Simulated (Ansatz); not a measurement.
**Sb-123 nuclear quadrupole resonance in InSb at a changed volume**

Cell: a structure deposited in the COD, relaxed with PBE at fixed cell and then changed (volume scaled by 1.04, ions relaxed).

```xyz
4
Lattice="5.4275 0.0000 0.0000 0.0000 5.7872 0.0000 0.0000 0.0000 3.1033" Properties=species:S:1:pos:R:3 pbc="T T T"
In    0.0000    0.0000    0.5345
In    2.7137    2.8936   -0.5345
Sb    2.7137    0.0000    2.2187
Sb    0.0000    2.8936    0.8846
```

Atoms are numbered from 1 in the order listed; like atoms form one site, named after its first atom.

Computed with Ansatz: DFT, PBE, plane waves and PAW, scalar-relativistic, 420 eV cutoff, Γ-centred 9×8×15 k-points, Fermi–Dirac smearing 0.05 eV.

Sb-123: I = 7/2, Q = -692.0 mb (year-2017 value). Static lattice, zero field.

Question: Predict the zero-field Sb-123 lines of each site.

Answer: For I = 7/2 and η = 0 the lines are |C_Q|/14 times 1, 2 and 3; η shifts the lowest up most.

```csv
site,atoms,V_zz (10²¹ V/m²),C_Q (MHz),η,line frequencies (MHz)
Sb,"3, 4",12.27,-205,0.84,"26.9, 34.6, 40.7"
```

Question: And for ¹²¹Sb (I = 5/2, Q = -543.0 mb) on Sb?

Answer: C_Q scales with Q to -161 MHz, with lines at 38.3, 43.8, 82.0 MHz.

The run finds no gap above 0.1 eV (a metal, or nearly one), so the gradients can move by 10 % or more with the k-mesh. Without spin–orbit coupling (the program notes it for In and Sb) the gradients can shift somewhat, as the gap is small. With these PAW files V_zz is typically within 2 to 3 % of all-electron values, but misses above 10 % occur on Sb. At this changed cell the PBE pressure is 10 GPa.
